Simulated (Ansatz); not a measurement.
# AlP (F-43m): the dielectric response against the k mesh

Aim: how dense a k mesh do ε∞ and the zone-centre modes of AlP (F-43m) need?

Method: DFT LDA, scalar-relativistic, plane waves, PAW; PAW set soft_1, in Ansatz 0.2.0.

This is a report of a sequence of runs, with most program output left out.

The database entry behind the starting cell differs from later determinations by our own check (0.1 to 0.3 % short, probably kX units), so it need not match the best structure at ambient conditions.

## (1) The starting structure

Symmetry: F-43m, No. 216, cubic system. Conventional cell: a = 5.451 Å, b = 5.451 Å, c = 5.451 Å, α = 90.00°, β = 90.00°, γ = 90.00°. Al has 4 P at 2.36 Å nearest. Nearest to P lie 4 Al at 2.36 Å. Farther neighbours are not listed.

## (2) Relaxation

Harmonic phonons are second derivatives at a point where the forces vanish, and they are wanted at zero stress, so atoms and cell are relaxed first.

File input.yaml:

```yaml
crystal:
  lattice:
    - [0.0, 2.7255, 2.7255]
    - [2.7255, 0.0, 2.7255]
    - [2.7255, 2.7255, 0.0]
  atoms:
    - { symbol: Al, position: [0.0, 0.0, 0.0] }
    - { symbol: P, position: [0.75, 0.75, 0.75] }
kpoints:
  mp_grid: { grid: [8, 8, 8] }
hamiltonian:
  xc: lda
  pseudopotentials: { kind: paw, azcp: { folder: soft_1 }, xc_functional: pbe }
scf:
  occupations: { method: gaussian, width: 0.02 }
output:
  forces: true
  stress: true
  eigenvalues: true
  write_density: true
  write_potential: true
  elf: true
  volumetric_format: npy
relax:
  adjacent_minimum: "off"
  f_tol: 0.005
  max_steps: 80
  cell: { stress_tol: 0.05 }
```

On the command line:

```console
$ ansatz run input.yaml --threads 4 --pin off --max-ram 10240MiB --backend cpu --events-out ev --progress --plain --runs-dir out
```

Run time: 1.4 s. Hardware: 4 threads of AMD EPYC 7B13 (Zen 3), shared host; peak memory 0.36 GiB; 4.5 s of CPU time.

The steps of the relaxation:

```csv
step,energy less that of the first step (eV),largest force component (eV/Å),pressure (GPa),volume (Å³)
1,0.0000,0.0000,-0.83,40.49
2,-0.0010,0.0000,-0.22,40.21
3,-0.0010,0.0000,0.00,40.11
4*,-0.0010,0.0000,0.00,40.11
```

Relaxation steps marked * repeat the geometry before them on a plane-wave basis chosen anew for their cell, so energy and pressure can jump there.

The run keeps the 24 symmetry operations that it works with, so distortions that break them were not tested.

```csv
"conventional cell, symmetrised",before,after,change
a (Å),5.451,5.434,-0.3 %
b (Å),5.451,5.434,-0.3 %
c (Å),5.451,5.434,-0.3 %
volume (Å³/atom),20.25,20.06,-0.9 %
```

The relaxed structure:

```xyz
2
Lattice="0.0000 2.7169 2.7169 2.7169 0.0000 2.7169 2.7169 2.7169 0.0000" Properties=species:S:1:pos:R:3 pbc="T T T"
Al    0.0000    0.0000    0.0000
P     4.0754    4.0754    4.0754
```

This step gave:

```yaml
pressure: 0.001419 GPa
gap_on_the_k_mesh: 1.419 eV
volume_per_atom: 20.06 Å³
```

Electrostatic potential energy in the ac plane of a cell with a along [110], b along [-110] and c along [001] of the cube at fractional y = 0.000, with atoms of Al and P within 0.2 Å of it. With pseudopotentials it is smooth inside the atoms' cores, unlike the true potential.

Ten even steps from '_' (-43 eV) to '@' (10 eV), each cell a mean:
```
@@****%%@@@@@@%%**##@@%%**##@@@@@@@@##**%%
****%%@@@@@@@@@@##******##%%@@@@@@@@%%##**
%%%%@@@@@@@@@@@@@@%%%%%%%%@@@@@@@@@@@@%%%%
@@@@@@@@@@@@@@@@@@@@@@@@@@@@@@@@@@@@@@@@@@
@@@@@@@@@@@@@@@@@@@@@@@@@@@@@@@@@@@@@@@@@@
@@@@@@@@@@@@@@@@@@@@@@@@@@@@@@@@@@@@@@@@@@
@@@@@@@@@@@@@@@@@@@@@@@@@@@@@@@@@@@@@@@@@@
@@@@@@@@%%%%%%@@@@@@@@@@@@@@@@%%%%@@@@@@@@
@@@@@@##==--++##@@@@@@@@@@%%**----**%%@@@@
@@@@%%++______++%%@@@@@@@@##::____::##@@@@
@@@@%%==______==%%@@@@@@%%**..____..##%%@@
**##%%**::__::**%%##**##%%##==....==##%%##
##**##%%##**##%%##**##****%%##****##%%****
@@##**%%@@@@@@%%**##@@@@**##@@@@@@@@##**@@
```
Columns run along a (7.7 Å; values clipped at the 3rd and 97th percentile), rows up along c (5.4 Å), edges of the conventional cell, whose origin can differ from the input's. Atoms in or near the plane, at fractional coordinates: Al at (0.50, 0.00), Al at (0.00, 0.00), P at (0.75, 0.25), P at (0.25, 0.25).

Valence density in the ac plane of a cell with a along [110], b along [-110] and c along [001] of the cube at fractional y = 0.000, with atoms of Al and P within 0.2 Å of it. It is the smooth field of the valence electrons, not physical close to the nuclei.

Ten even steps from '0' (0.02 e/Å³) to '9' (0.77 e/Å³), each cell a mean:
```
011111111100111111110
111000001111110000111
110000000111100000011
100000000011000000001
000000000000000000000
000000000000000000000
000011100000001111000
000234320000013443100
002478742000136886310
013764673101257447521
125951585211378228731
236997995322479779742
124677764211357776531
013333332100233333320
```
Columns run along a (7.7 Å), rows up along c (5.4 Å), edges of the conventional cell, whose origin can differ from the input's. Atoms in or near the plane, at fractional coordinates: Al at (0.50, 0.00), Al at (0.00, 0.00), P at (0.75, 0.25), P at (0.25, 0.25).

ELF in the ac plane of a cell with a along [110], b along [-110] and c along [001] of the cube at fractional y = 0.000, with atoms of Al and P within 0.2 Å of it. It is the smooth field of the valence electrons, not physical close to the nuclei.

Values, 8 rows by 16 columns, each cell a mean:
```
0.11 0.17 0.31 0.28 0.26 0.31 0.24 0.10 0.11 0.17 0.31 0.28 0.26 0.31 0.24 0.10
0.32 0.24 0.11 0.04 0.03 0.08 0.20 0.31 0.32 0.24 0.11 0.04 0.03 0.08 0.20 0.31
0.12 0.08 0.05 0.04 0.04 0.04 0.07 0.11 0.12 0.08 0.05 0.04 0.04 0.04 0.07 0.11
0.02 0.05 0.16 0.33 0.37 0.22 0.07 0.03 0.02 0.05 0.16 0.33 0.37 0.22 0.07 0.03
0.05 0.23 0.56 0.73 0.75 0.64 0.35 0.08 0.05 0.23 0.56 0.73 0.75 0.64 0.35 0.08
0.23 0.60 0.71 0.29 0.18 0.61 0.69 0.34 0.23 0.60 0.71 0.29 0.18 0.61 0.69 0.34
0.42 0.85 0.90 0.55 0.41 0.84 0.90 0.59 0.42 0.85 0.90 0.55 0.41 0.84 0.90 0.59
0.19 0.56 0.84 0.78 0.75 0.83 0.73 0.21 0.19 0.56 0.84 0.78 0.75 0.83 0.73 0.21
```
Columns run along a (7.7 Å), rows up along c (5.4 Å), edges of the conventional cell, whose origin can differ from the input's. Atoms in or near the plane, at fractional coordinates: Al at (0.50, 0.00), Al at (0.00, 0.00), P at (0.75, 0.25), P at (0.25, 0.25).

In this step the volume went from 20.25 to 20.06 Å³/atom.

## (3) Tight relaxation

Phonons need small forces and stress, so the relaxation is finished with tight tolerances on 8×8×8 k points.

input.yaml, the sections that differ from step 2:

```yaml
crystal:
  lattice:
    - [0.0, 2.7169489912, 2.7169489912]
    - [2.7169489912, 0.0, 2.7169489912]
    - [2.7169489912, 2.7169489912, 0.0]
  atoms:
    - { symbol: Al, position: [0.0, 0.0, 0.0] }
    - { symbol: P, position: [0.75, 0.75, 0.75] }
scf:
  occupations: { method: fixed }
output:
  forces: true
  stress: true
  eigenvalues: true
relax:
  adjacent_minimum: "off"
  f_tol: 0.001
  max_steps: 60
  cell: { stress_tol: 0.01 }
# kpoints, hamiltonian: as in step 2
```

Wall time 0.91 s (4 threads); peak memory 0.36 GiB.

Little changed from the start: no atom moved by 0.005 Å and no cell edge by 0.1 %.

This step gave:

```
pressure : 0.001421 GPa
```

The forces vanish by symmetry and the pressure is 0.001 GPa, within the tolerances set. The cell now holds 20.06 Å³/atom.

## (4) Response on one mesh, 4×4×4

The force constants come from the linear response of the density to a displacement.

The response is solved on 4×4×4 k points.

input.yaml, the sections that differ from step 3:

```yaml
kpoints:
  mp_grid: { grid: [4, 4, 4] }
output:
  eigenvalues: true
phonons:
  method: dfpt
  dielectric: true
  rigid_motions: translations
  field_mesh: kpoints
# crystal, hamiltonian, scf: as in step 3
# relax: removed
```

The job ended after 0.98 s (4 threads; peak memory 0.39 GiB; 2.9 s of CPU time).

A gap read on the k-mesh alone can miss the band edges.

Numbers from this step:

```
gap on the k-mesh                                       : 1.383 eV
sum-rule residual before enforcement                    : 5.52e-5 eV/Å²
miss of the charge sum rule                             : 7.59e-7 e
point group                                             : -43m
highest optical mode at the zone centre (no LO-TO term) : 441.3 cm⁻¹
lowest optical zone-centre mode                         : 441.3 cm⁻¹
mean high-frequency dielectric constant                 : 7.184
largest Born charge (third of the trace)                : 2.215 e
mean static dielectric constant                         : 9.328
top of the zone-centre spectrum with the field          : 502.8 cm⁻¹
```

The optical mode without the LO-TO term lies at 441.3 cm⁻¹.

## (5) Response on one mesh, 20×20×20

The response is solved on 20×20×20 k points.

input.yaml, as its differences from that of step 4:

```diff
@@ -9,3 +9,3 @@
 kpoints:
-  mp_grid: { grid: [4, 4, 4] }
+  mp_grid: { grid: [20, 20, 20] }
 hamiltonian:
```

It took 33 s on 4 threads; peak memory 1.4 GiB; 2.1 min of CPU time.

Numbers from this step:

```
gap on the k-mesh                                       : 1.419 eV
sum-rule residual before enforcement                    : 3.68e-5 eV/Å²
miss of the charge sum rule                             : 8.27e-7 e
highest optical mode at the zone centre (no LO-TO term) : 440.1 cm⁻¹
lowest optical zone-centre mode                         : 440.1 cm⁻¹
mean high-frequency dielectric constant                 : 8.332
largest Born charge (third of the trace)                : 2.217 e
mean static dielectric constant                         : 10.49
top of the zone-centre spectrum with the field          : 493.9 cm⁻¹
```

The optical mode without the LO-TO term lies at 440.1 cm⁻¹.

Between step 4 and this run (k-mesh 20×20×20 and k divisions 20) the value for the mean high-frequency dielectric constant moves from 7.18 to 8.33 (+16 %).

## (6) The series together

The members are set side by side, also those not shown above.

One cell throughout; the field response is solved on the k mesh of the run itself. The response against the k mesh:

```csv
k divisions along a1,ε∞,ε0,"largest Born charge in size, a third of the trace (e)","top mode with the field, highest of q along x, y and z (cm⁻¹)",mode 4 T2 (cm⁻¹)
4,7.184,9.328,2.215,502.8,441.3
6,7.958,10.12,2.217,496.4,440.3
8,8.217,10.38,2.217,494.6,440.1
10,8.297,10.46,2.217,494.1,440.1
12,8.321,10.48,2.217,493.9,440.1
14,8.329,10.49,2.217,493.9,440.1
16,8.331,10.49,2.217,493.9,440.1
20,8.332,10.49,2.217,493.9,440.1
```

## (7) Summary of results

* members: 8
* optical mode (no LO-TO term), 4 k divisions: 441.3 cm⁻¹
* optical mode (no LO-TO term), 20 k divisions: 440.1 cm⁻¹

What this shows: ε∞ goes from 7.18 at 4 divisions to 8.33 at 20; from 10 divisions on it stays within 1 % of the last value. The highest mode without the field stays within 1 cm⁻¹ of its last value from 6 divisions on. The top mode with the field moves by -8.9 cm⁻¹ over the series. With bars of 1 % on ε∞ and 1 cm⁻¹ on this mode, ε∞ needs the denser mesh. These are harmonic frequencies at zero temperature: anharmonic shifts, linewidths and thermal expansion are left out. The PAW files were made for PBE; the program adapts parts of them to the functional of the run, but their partial waves stay those of PBE, an approximation that was not tested in this session. Only the zone centre was solved, so an instability at another wavevector cannot show here.

[Logs are printed without paths, hosts, clocks, repeated set-up lines and the standing remarks that a program may print on its own settings, such as how far it seeks lower states.]

[Hosts, paths, dates, database ids (printed as entryN), source tags and the programs' standing remarks are cut or masked in the printed files.]
